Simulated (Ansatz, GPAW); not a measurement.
# One calculation of Li, 3 ways

```
Li
1.0
    -1.75465    1.75465    1.75465
     1.75465   -1.75465    1.75465
     1.75465    1.75465   -1.75465
Li
1
Direct
  0.00000 0.00000 0.00000
```

Alike in all runs: task band structure; functional RPBE; k mesh 11 × 11 × 11; occupations fermi-dirac, width 0.05 eV; no spin polarisation; no spin-orbit coupling. Pressure is positive in compression and, in plane waves, holds the error of the finite cutoff, which Ansatz's Pulay term estimates and takes out.

| program and potentials | plane-wave cutoff (eV) | notes | pressure (GPa) |
| --- | --- | --- | --- |
| Ansatz, Ansatz PAW | 420 | potentials made for PBE, which Ansatz adapts in part; 3 valence electrons an atom on average | -0.34 |
| Ansatz, all-electron LAPW, scalar-relativistic | - | - | ? |
| GPAW, the program's PAW data sets (release 1.2.1) made for this functional | 800 | 1 valence electrons an atom on average | -0.34 |

Task: Estimate from the other rows what the run with Ansatz, all-electron LAPW, scalar-relativistic gave.

Result: Pressure -0.32 GPa. The other rows, which needn't bracket it: pressure -0.34.
